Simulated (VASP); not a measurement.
CsBr: single point with PBE

The system is CsBr.

```
Cs Br
1.0
     4.28600    0.00000    0.00000
     0.00000    4.28600    0.00000
     0.00000    0.00000    4.28600
Cs Br
1 1
Direct
  0.00000 0.00000 0.00000
  0.50000 0.50000 0.50000
```

```json
{"Program": "VASP 6.6.1", "Task": "single point", "Functional": "PBE", "Potentials or basis": "VASP PAW PBE potentials, release 64 (Cs_sv, Br)", "Cutoff": "520 eV", "k mesh": "4 × 4 × 4", "Occupations": "gaussian, width 0.1 eV", "Spin": "no spin polarisation"}
```

The pressure is 1.1 GPa. The band gap on the k mesh is 4.52 eV, direct.

Levels at points of the mesh, in eV from the valence-band top:
```
           k point  band 4  band 5  band 6  band 7  band 8  band 9  band 10  band 11  band 12  band 13
(0.00, 0.00, 0.00)   -6.37   -6.37    0.00    0.00    0.00    4.52     4.91     4.91     9.12     9.12
(0.50, 0.00, 0.00)   -6.26   -6.26   -1.33   -0.21   -0.21    5.93     7.31     7.77     8.33     8.89
(0.50, 0.50, 0.00)   -6.96   -6.20   -0.57   -0.57    0.00    5.27     5.50     7.23     7.23    11.16
(0.50, 0.50, 0.50)   -6.78   -6.78   -1.18   -1.18   -1.18    8.33     8.33     8.33     9.18     9.18
```

It took 8 s on 1 thread of Intel(R) Xeon(R) 6975P-C (Granite Rapids), on a shared host, peak memory 0.16 GiB.

Caveat: spin-orbit coupling is left out, which moves the levels of the heavy elements. Expect the measured gap to be larger: semilocal functionals such as PBE lack the derivative discontinuity.
